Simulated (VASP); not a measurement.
FeO: single point with PBE

The system is FeO.

```
Fe O
1.0
     1.51768    0.87623    2.51579
    -1.51768    0.87623    2.51579
     0.00000   -1.75247    2.51579
Fe O
1 1
Direct
  0.98319 0.00612 0.00369
  0.49292 0.49212 0.50564
```

The cell isn't the ideal one: atoms moved at random, drawn with an rms of 0.05 Å.

| Item | Value |
| --- | --- |
| Program | VASP 6.6.1 |
| Task | single point |
| Functional | PBE |
| Potentials or basis | VASP PAW PBE potentials, release 64 (Fe, O) |
| Cutoff | 520 eV |
| k mesh | 11 × 11 × 11 |
| Occupations | fermi-dirac, width 0.05 eV |
| Spin | collinear spin, ferromagnetic start |
| Starting moments | [3.0, 0.0] μB |
| Further INCAR settings | ALGO = Normal; EDIFF = 1e-07; NBANDS = 18 |

```yaml
Pressure: -0.4 GPa
Largest_force: 0.107 eV/Å
Band_gap_on_the_k_mesh: none (metal or under the smearing width)
Net_moment: 4.00 μB per cell
Site_moments: Fe +3.62; O +0.30 μB
Valence_electrons_inside_the_program's_atomic_spheres: Fe 6.73; O 4.99
```

Forces in eV/Å, atoms in the order of the input:
```
Fe   0.104 -0.020 -0.018
O   -0.104  0.020  0.018
```

Stress tensor (GPa, compression positive):
```
-0.09  0.02  0.01
 0.02 -0.13 -0.09
 0.01 -0.09 -1.00
```

Levels at points of the mesh, in eV from the Fermi level:
Spin up:
```
           k point  band 6  band 7  band 8  band 9  band 10  band 11  band 12  band 13
(0.00, 0.00, 0.00)   -3.77   -3.65   -3.55   -3.52     0.08    15.45    16.76    17.15
```
Spin down:
```tsv
k point	band 2	band 3	band 4	band 5	band 6	band 7	band 8	band 9
(0.00, 0.00, 0.00)	-3.31	-3.21	-3.21	-0.78	-0.69	-0.69	0.21	0.21
```

Wall time 3.1 min on 1 thread of Intel(R) Xeon(R) Platinum 8559C (Emerald Rapids) (shared host), peak memory 0.45 GiB.

Caveat: a cell with one magnetic atom can't hold antiferromagnetic order, which such compounds often take; semilocal functionals often make such compounds metallic where correlation or magnetic order opens a gap, which also shifts bond lengths.
